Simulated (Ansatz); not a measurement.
Born–Oppenheimer molecular dynamics of a periodic cell of 30 atoms, HC$_{2}$ (surface C(100)-2x1, underside capped with H, adsorbate H2). It goes on from the last frame of an earlier run, with new velocities.

Method: DFT PBEsol, scalar-relativistic, plane waves, PAW in Ansatz 0.2.0. Settings: PAW set soft_1, cutoff 420 eV, k mesh 2x2x1, fermi-dirac smearing 0.05 eV, no spin polarisation.

* ensemble: NVT, Langevin thermostat
* time step: 0.5 fs
* steps asked: 300
* set temperature: 1000 K
* friction: 0.02 /fs
* atoms held: 1 to 16
* seed: 9381

Frames 5 fs apart, positions in Å, forces in eV/Å.

Velocities at 90.0 fs (Å/ps):

```
H 0.00 0.00 0.00
H 0.00 0.00 0.00
H 0.00 0.00 0.00
H 0.00 0.00 0.00
H 0.00 0.00 0.00
H 0.00 0.00 0.00
H 0.00 0.00 0.00
H 0.00 0.00 0.00
C 0.00 0.00 0.00
C 0.00 0.00 0.00
C 0.00 0.00 0.00
C 0.00 0.00 0.00
C 0.00 0.00 0.00
C 0.00 0.00 0.00
C 0.00 0.00 0.00
C 0.00 0.00 0.00
C 6.00 4.23 3.23
C -9.62 3.33 -12.73
C 2.60 -4.09 2.01
C 3.59 10.55 -6.60
C 3.68 -7.95 1.65
C -2.24 -2.99 -7.18
C 7.61 -3.81 -0.76
C 7.12 -8.54 2.47
C 6.54 -0.92 13.70
C -0.42 2.32 -5.31
C 10.85 6.52 1.09
C 2.61 -8.59 -6.76
H 0.07 40.46 -29.47
H 4.35 30.97 71.90
```

```xyz
30
Lattice="5.0487 0.0000 0.0000 0.0000 5.0487 0.0000 0.0000 0.0000 15.1647" Properties=species:S:1:pos:R:3:forces:R:3 time_fs=90.0 energy_less_start_eV=1.530 T=740
H 2.160 0.000 1.000 -8.99 -0.10 0.05
H 0.365 0.000 1.000 8.97 -0.08 0.09
H 4.684 0.000 1.000 -9.00 -0.06 0.12
H 2.889 0.000 1.000 8.95 -0.05 0.02
H 2.160 2.524 1.000 -8.97 0.05 0.07
H 0.365 2.524 1.000 8.93 0.06 -0.04
H 4.684 2.524 1.000 -8.99 -0.02 -0.05
H 2.889 2.524 1.000 8.91 0.03 0.07
C 1.262 0.000 1.635 0.20 -0.12 1.34
C 3.787 0.000 1.635 -0.40 -0.23 1.43
C 1.262 2.524 1.635 -0.52 0.15 0.85
C 3.787 2.524 1.635 0.60 0.30 0.85
C 1.262 1.262 2.527 1.68 0.15 -3.92
C 3.787 1.262 2.527 1.72 0.07 -3.59
C 1.262 3.787 2.527 1.69 -0.99 0.26
C 3.787 3.787 2.527 1.52 -1.24 0.06
C 0.042 1.239 3.314 -0.55 -0.57 1.16
C 2.582 1.308 3.317 -3.19 -2.93 2.31
C 0.132 3.759 3.521 -4.38 0.26 0.06
C 2.575 3.667 3.445 -0.67 3.41 2.16
C 0.039 0.016 4.411 1.42 -0.37 -3.48
C 2.602 -0.006 4.304 -1.74 1.21 0.45
C -0.017 2.414 4.296 2.51 -0.77 1.07
C 2.481 2.410 4.408 2.38 -1.50 -2.00
C 1.280 0.322 5.140 1.33 2.34 0.34
C 3.861 0.445 5.035 -1.55 2.27 -0.03
C 1.200 2.016 5.162 2.68 1.07 1.20
C 3.874 1.885 5.007 -3.75 -0.43 0.33
H 1.387 2.583 6.189 -1.19 -1.38 -1.44
H 1.234 0.027 6.187 0.38 -0.53 0.27
30
Lattice="5.0487 0.0000 0.0000 0.0000 5.0487 0.0000 0.0000 0.0000 15.1647" Properties=species:S:1:pos:R:3:forces:R:3 time_fs=95.0 energy_less_start_eV=1.000 T=1127
H 2.160 0.000 1.000 -8.99 -0.11 0.07
H 0.365 0.000 1.000 8.97 -0.05 0.08
H 4.684 0.000 1.000 -9.02 -0.06 0.06
H 2.889 0.000 1.000 8.97 -0.07 0.05
H 2.160 2.524 1.000 -9.00 0.04 0.06
H 0.365 2.524 1.000 8.96 0.06 0.01
H 4.684 2.524 1.000 -9.00 0.05 -0.02
H 2.889 2.524 1.000 8.94 0.00 0.08
C 1.262 0.000 1.635 -0.13 -0.20 1.19
C 3.787 0.000 1.635 0.11 -0.11 1.28
C 1.262 2.524 1.635 -0.43 0.30 0.69
C 3.787 2.524 1.635 0.57 0.21 0.94
C 1.262 1.262 2.527 0.36 0.25 -4.76
C 3.787 1.262 2.527 1.12 -0.04 -3.34
C 1.262 3.787 2.527 1.49 -0.95 0.22
C 3.787 3.787 2.527 1.60 -0.85 -0.02
C 0.064 1.244 3.344 -1.04 -1.36 0.21
C 2.511 1.302 3.264 0.55 -2.57 3.98
C 0.106 3.729 3.521 -2.76 0.85 0.01
C 2.586 3.739 3.430 -1.22 0.60 2.46
C 0.076 -0.017 4.402 0.04 1.07 -1.29
C 2.573 0.001 4.270 -0.60 1.56 1.66
C 0.041 2.393 4.316 1.28 -0.61 0.38
C 2.539 2.359 4.404 1.11 0.78 -3.05
C 1.308 0.336 5.214 0.69 1.74 -0.83
C 3.849 0.470 5.014 -0.67 -0.23 -1.07
C 1.284 2.044 5.155 0.33 -1.42 -1.77
C 3.872 1.847 4.969 -2.26 1.05 0.82
H 1.274 2.636 6.004 -0.14 0.61 2.67
H 1.315 0.107 6.310 0.19 -0.58 -0.78
30
Lattice="5.0487 0.0000 0.0000 0.0000 5.0487 0.0000 0.0000 0.0000 15.1647" Properties=species:S:1:pos:R:3:forces:R:3 time_fs=100.0 energy_less_start_eV=1.381 T=973
H 2.160 0.000 1.000 -8.99 -0.12 0.07
H 0.365 0.000 1.000 8.96 -0.03 0.07
H 4.684 0.000 1.000 -9.01 -0.05 0.01
H 2.889 0.000 1.000 8.96 -0.11 0.09
H 2.160 2.524 1.000 -9.02 -0.01 0.04
H 0.365 2.524 1.000 8.98 0.06 0.04
H 4.684 2.524 1.000 -8.97 0.09 0.03
H 2.889 2.524 1.000 8.95 -0.04 0.08
C 1.262 0.000 1.635 -0.24 -0.29 1.12
C 3.787 0.000 1.635 0.51 0.01 1.27
C 1.262 2.524 1.635 -0.13 0.33 0.88
C 3.787 2.524 1.635 0.30 0.03 1.29
C 1.262 1.262 2.527 -1.31 -0.01 -5.19
C 3.787 1.262 2.527 0.42 -0.47 -2.68
C 1.262 3.787 2.527 0.68 -1.06 0.42
C 3.787 3.787 2.527 0.91 -0.69 0.48
C 0.081 1.211 3.392 -1.02 -0.35 -1.53
C 2.448 1.262 3.268 4.31 -1.33 3.24
C 0.030 3.683 3.511 0.82 2.07 0.22
C 2.581 3.800 3.460 -1.27 -1.89 0.70
C 0.122 -0.006 4.371 -1.68 0.36 0.69
C 2.539 0.025 4.255 0.78 1.26 2.37
C 0.129 2.361 4.358 -1.91 -0.21 -1.11
C 2.602 2.329 4.368 -0.58 2.91 -2.43
C 1.352 0.375 5.278 0.23 0.57 -2.86
C 3.847 0.498 4.966 -0.55 -2.70 -0.72
C 1.395 2.045 5.121 -3.21 0.35 4.24
C 3.838 1.823 4.962 1.58 2.66 1.04
H 1.097 2.632 6.124 1.69 -1.26 -1.27
H 1.454 0.019 6.325 -0.20 -0.09 -0.61
30
Lattice="5.0487 0.0000 0.0000 0.0000 5.0487 0.0000 0.0000 0.0000 15.1647" Properties=species:S:1:pos:R:3:forces:R:3 time_fs=105.0 energy_less_start_eV=1.748 T=840
H 2.160 0.000 1.000 -8.99 -0.13 0.03
H 0.365 0.000 1.000 8.97 -0.03 0.02
H 4.684 0.000 1.000 -8.97 -0.04 -0.02
H 2.889 0.000 1.000 8.90 -0.13 0.12
H 2.160 2.524 1.000 -9.03 -0.06 0.00
H 0.365 2.524 1.000 9.00 0.06 0.07
H 4.684 2.524 1.000 -8.93 0.09 0.11
H 2.889 2.524 1.000 8.91 -0.07 0.07
C 1.262 0.000 1.635 -0.28 -0.26 1.09
C 3.787 0.000 1.635 0.75 0.05 1.27
C 1.262 2.524 1.635 0.20 0.20 1.33
C 3.787 2.524 1.635 -0.10 -0.08 1.65
C 1.262 1.262 2.527 -0.67 -0.78 -4.15
C 3.787 1.262 2.527 0.47 -1.21 -2.19
C 1.262 3.787 2.527 0.11 -0.84 0.44
C 3.787 3.787 2.527 0.22 -0.38 0.66
C 0.075 1.166 3.427 0.09 1.94 -3.52
C 2.462 1.201 3.322 2.56 1.81 -1.05
C -0.029 3.656 3.494 3.51 2.57 0.67
C 2.576 3.845 3.501 -1.63 -3.84 -1.49
C 0.123 0.031 4.352 -2.06 -2.19 1.90
C 2.509 0.065 4.256 1.94 -0.55 3.28
C 0.183 2.324 4.378 -4.01 1.18 -0.82
C 2.626 2.361 4.277 -1.25 2.29 1.13
C 1.387 0.416 5.301 -0.79 -0.88 -2.66
C 3.824 0.473 4.927 -0.07 0.57 0.69
C 1.443 2.047 5.151 -2.17 -1.00 1.54
C 3.823 1.851 4.957 2.64 0.15 0.84
H 1.280 2.411 6.165 0.79 0.73 0.29
H 1.453 -0.099 6.324 -0.11 0.84 -1.31
30
Lattice="5.0487 0.0000 0.0000 0.0000 5.0487 0.0000 0.0000 0.0000 15.1647" Properties=species:S:1:pos:R:3:forces:R:3 time_fs=110.0 energy_less_start_eV=1.644 T=1120
H 2.160 0.000 1.000 -9.00 -0.14 0.03
H 0.365 0.000 1.000 8.98 -0.05 0.01
H 4.684 0.000 1.000 -8.97 -0.04 -0.02
H 2.889 0.000 1.000 8.89 -0.13 0.14
H 2.160 2.524 1.000 -9.02 -0.03 -0.02
H 0.365 2.524 1.000 9.01 0.06 0.07
H 4.684 2.524 1.000 -8.93 0.06 0.12
H 2.889 2.524 1.000 8.91 -0.05 0.06
C 1.262 0.000 1.635 -0.28 -0.16 1.14
C 3.787 0.000 1.635 0.78 -0.05 1.25
C 1.262 2.524 1.635 0.24 0.10 1.30
C 3.787 2.524 1.635 -0.15 -0.01 1.54
C 1.262 1.262 2.527 0.63 -0.91 -3.67
C 3.787 1.262 2.527 1.08 -1.16 -2.59
C 1.262 3.787 2.527 -0.22 -0.76 0.31
C 3.787 3.787 2.527 -0.01 -0.35 0.44
C 0.058 1.182 3.396 0.90 0.75 -1.63
C 2.530 1.208 3.345 -0.83 2.65 -2.84
C -0.024 3.649 3.501 2.83 2.86 0.66
C 2.534 3.826 3.482 -0.13 -1.65 -1.09
C 0.098 0.019 4.369 -1.48 -0.99 0.30
C 2.516 0.094 4.282 1.23 -2.07 1.04
C 0.158 2.326 4.368 -2.55 1.28 1.30
C 2.641 2.450 4.197 -1.37 -1.53 4.38
C 1.413 0.439 5.260 -2.08 -0.01 -3.96
C 3.787 0.470 4.906 1.95 2.15 2.01
C 1.458 2.031 5.207 -0.79 -0.03 -0.26
C 3.837 1.885 4.991 1.22 -0.16 -0.83
H 1.702 2.316 6.273 -0.98 0.72 -0.93
H 1.448 -0.139 6.136 0.14 -0.34 1.74
30
Lattice="5.0487 0.0000 0.0000 0.0000 5.0487 0.0000 0.0000 0.0000 15.1647" Properties=species:S:1:pos:R:3:forces:R:3 time_fs=115.0 energy_less_start_eV=1.857 T=940
H 2.160 0.000 1.000 -9.00 -0.15 0.06
H 0.365 0.000 1.000 8.98 -0.05 0.06
H 4.684 0.000 1.000 -9.01 -0.02 0.01
H 2.889 0.000 1.000 8.94 -0.11 0.11
H 2.160 2.524 1.000 -9.01 0.00 0.03
H 0.365 2.524 1.000 9.00 0.08 0.03
H 4.684 2.524 1.000 -8.97 0.05 0.05
H 2.889 2.524 1.000 8.95 -0.01 0.06
C 1.262 0.000 1.635 -0.09 -0.10 1.18
C 3.787 0.000 1.635 0.46 -0.20 1.21
C 1.262 2.524 1.635 -0.10 0.07 0.89
C 3.787 2.524 1.635 0.14 0.16 1.09
C 1.262 1.262 2.527 1.46 -0.25 -4.07
C 3.787 1.262 2.527 1.66 -0.49 -3.73
C 1.262 3.787 2.527 -0.28 -0.95 0.01
C 3.787 3.787 2.527 0.27 -0.43 0.07
C 0.048 1.213 3.330 0.50 -0.18 1.53
C 2.574 1.285 3.323 -2.57 -0.05 -0.50
C 0.042 3.674 3.510 -0.70 2.22 0.83
C 2.493 3.773 3.433 2.16 2.31 0.56
C 0.051 -0.007 4.384 0.41 0.78 -1.28
C 2.524 0.105 4.311 0.68 -1.16 -2.20
C 0.074 2.343 4.369 1.20 0.84 0.97
C 2.646 2.529 4.194 -1.70 -5.19 4.67
C 1.387 0.458 5.175 -1.50 -1.81 0.63
C 3.788 0.510 4.903 1.62 0.37 1.93
C 1.459 2.022 5.242 -0.85 0.66 -2.04
C 3.868 1.884 5.027 -0.51 1.97 -1.46
H 1.887 2.325 6.238 -1.64 0.45 -0.36
H 1.520 -0.182 6.106 -0.48 1.16 -0.34
30
Lattice="5.0487 0.0000 0.0000 0.0000 5.0487 0.0000 0.0000 0.0000 15.1647" Properties=species:S:1:pos:R:3:forces:R:3 time_fs=120.0 energy_less_start_eV=1.666 T=1210
H 2.160 0.000 1.000 -8.97 -0.15 0.05
H 0.365 0.000 1.000 8.97 0.00 0.10
H 4.684 0.000 1.000 -9.04 0.03 0.04
H 2.889 0.000 1.000 8.96 -0.10 0.06
H 2.160 2.524 1.000 -8.98 0.04 0.09
H 0.365 2.524 1.000 8.98 0.10 -0.02
H 4.684 2.524 1.000 -8.99 0.07 -0.01
H 2.889 2.524 1.000 8.96 0.02 0.08
C 1.262 0.000 1.635 0.14 -0.13 1.15
C 3.787 0.000 1.635 0.12 -0.20 1.19
C 1.262 2.524 1.635 -0.53 0.16 0.78
C 3.787 2.524 1.635 0.49 0.25 0.94
C 1.262 1.262 2.527 1.80 0.46 -4.35
C 3.787 1.262 2.527 1.20 0.20 -3.79
C 1.262 3.787 2.527 -0.23 -0.60 0.12
C 3.787 3.787 2.527 0.51 -0.11 0.02
C 0.050 1.222 3.287 -0.51 0.58 3.09
C 2.564 1.357 3.320 -1.74 -2.58 0.78
C 0.063 3.745 3.551 -2.00 -0.34 -0.31
C 2.502 3.781 3.392 2.14 1.60 2.97
C 0.023 -0.007 4.378 1.78 1.85 -1.47
C 2.505 0.075 4.312 2.51 1.41 -2.66
C 0.024 2.372 4.392 4.27 1.23 -1.16
C 2.627 2.537 4.291 -1.53 -3.99 1.37
C 1.328 0.441 5.094 0.37 -0.48 2.11
C 3.853 0.564 4.931 -2.55 -2.09 1.04
C 1.448 2.036 5.244 -2.00 0.39 -2.97
C 3.893 1.911 5.026 -2.17 2.21 -0.23
H 1.691 2.435 6.230 -0.94 0.00 0.44
H 1.568 -0.083 6.036 -1.02 0.19 0.54
```

Of the whole run (150 fs, mean temperature of the second half 1111 K): The mean temperature of the second half is 11 % above the set value. A run of 0.15 ps of so small a system gives no equilibrium averages. Limits of this set-up: coarse k mesh, thin slab, slab without dipole correction, no dispersion correction for a molecule that may bind weakly, PAW files made for another functional.

The run took 9.2 min on 1 thread of Intel(R) Xeon(R) 6975P-C (Granite Rapids) (shared host), peak memory 0.67 GiB.
